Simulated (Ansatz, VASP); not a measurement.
## One calculation of Ir, two programs

```xyz
1
Lattice="0.0000 1.9450 1.9450 1.9450 0.0000 1.9450 1.9450 1.9450 0.0000" Properties=species:S:1:pos:R:3 pbc="T T T"
Ir    0.0000    0.0000    0.0000
```

Change from the starting cell: volume scaled by 1.04, PAW files.

Alike in both runs: task electric field gradients; functional PBE; k mesh 15 × 15 × 15; occupations fermi-dirac, width 0.05 eV; no spin polarisation.

|  | VASP | Ansatz |
| --- | --- | --- |
| version | VASP 6.6.1 | Ansatz 0.2.0 |
| potentials or method | VASP PAW PBE potentials, release 64 (Ir) | PAW with Ansatz's default frozen-core files, scalar-relativistic |
| plane-wave cutoff (eV) | 520 | 420 |
| valence electrons in the cell | 9 | 17 |

```tsv
	VASP	Ansatz	Ansatz less VASP
pressure (GPa)	-4.6	-5.1	-0.44
Vzz of the field gradient on the site that differs most (V/Å²)	0.0	0.0	0.00
```

The functional is the same, so the differences come from potentials, cutoffs and numerics. The two sets of potentials don't hold the same shells in valence. Ansatz warned: «gradients_without_spin_orbit».

The runs have no spin-orbit coupling, so splittings on Ir are missing.
